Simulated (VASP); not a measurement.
A run of VASP 6.6.1 is set up as follows.

The input INCAR:

```
SYSTEM = Ti
PREC     = Accurate       ! precision mode
ENCUT    = 520            ! plane-wave cutoff, eV
EDIFF    = 1E-8           ! SCF threshold, eV
ISMEAR   = -1             ! smearing method
SIGMA    = 0.05           ! smearing width, eV
LREAL    = .False.        ! projectors in reciprocal space
LASPH    = .True.         ! aspherical terms in the spheres
NELM     = 80             ! most SCF steps
ALGO     = Fast           ! electronic algorithm
ISIF     = 2              ! what is computed and relaxed
LWAVE    = .False.        ! write WAVECAR
LCHARG   = .False.        ! write CHGCAR
GGA      = PS             ! functional
LEFG     = .True.       
NBANDS   = 12             ! bands
```

Contents of KPOINTS:

```
regular mesh
0
Gamma
  14 14 14
  0 0 0
```

File POSCAR:

```
Ti
1.0
   -1.6410000000      1.6410000000      1.6410000000
    1.6410000000     -1.6410000000      1.6410000000
    1.6410000000      1.6410000000     -1.6410000000
Ti
1
Direct
    0.0000000000      0.0000000000      0.0000000000
```

Potentials or basis: VASP PAW PBE potentials, release 64 (Ti_sv).

Launch:

```bash
$ cat potpaw_PBE.64/Ti_sv/POTCAR > POTCAR
$ mpirun -np 1 vasp_std > vasp.out
```

Q: Estimate the pressure.

A: -6.8 GPa.

Q: Predict the band gap on the k mesh.

A: None (metal or under the smearing width).

Electric field gradients, principal values (V/Å²):
| atom | Vxx | Vyy | Vzz |
| --- | --- | --- | --- |
| 1 Ti | -0.001 | -0.001 | 0.001 |

Caveat: the PAW data sets were made with another functional, which shifts forces and pressure a little.
